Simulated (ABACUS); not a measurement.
Runs of ABACUS 3.10.1 on Te2Mo. The structure is hexagonal, space group P6_3/mmc (No. 194). Conventional cell: a = 3.518 Å, b = 3.518 Å, c = 13.974 Å, α = 90.00°, β = 90.00°, γ = 120.00°. Te (site symmetry 3m) is surrounded by 3 Mo at 2.72 Å. Around Mo (site symmetry -6m2) lie 6 Te at 2.72 Å. 

| level | D2 scale factor | pressure (GPa) | relaxed volume (Å³/atom) | largest force (eV/Å) |
| --- | --- | --- | --- | --- |
| PBE+D3 | - | 0.0 | 26.02 | 0.02 |
| PBE+D3(BJ)+ABC | - | 0.0 | 25.47 | 0.01 |
| PBE+D3(BJ) | - | 0.0 | (a) | 0.01 |
| PBE+D2 | 0.75 | 0.0 | 25.94 | - |

Alike in all rows: task relaxation of cell and atoms; potentials or basis PseudoDojo NC SR 0.4.1 PBE standard, DZP LCAO (the cutoffs set its grid); no spin polarisation; cell relaxed; k mesh 6 × 6 × 1; cutoff (eV) 1361; smearing fermi-dirac 0.05 eV; the mesh is coarse, so values aren't converged.

**Question.** Fill in the values left out.

**Answer.** (a) 25.24.

Caveats: all runs use coarse meshes; the atomic orbitals were generated for these runs and aren't a published set; the basis of atomic orbitals isn't converged, which shifts pressures, moduli and gaps.
